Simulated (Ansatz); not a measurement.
Q: Name crystals whose computed values (plane-wave PAW PBEsol (Ansatz code)) fall in these windows: ε∞ 4.2 to 5.3; ε0 25 to 30.

A: 

```tsv
crystal	ε∞	ε0
LaAlO3, R-3c (La on 6a, Al on 6b, O on 18e)	4.78	27.1
```
Others may fit too.

The cell was relaxed under the symmetry of its start. Spin–orbit coupling is left out wherever it is not named.

Potentials: the later of the program's two PAW sets.
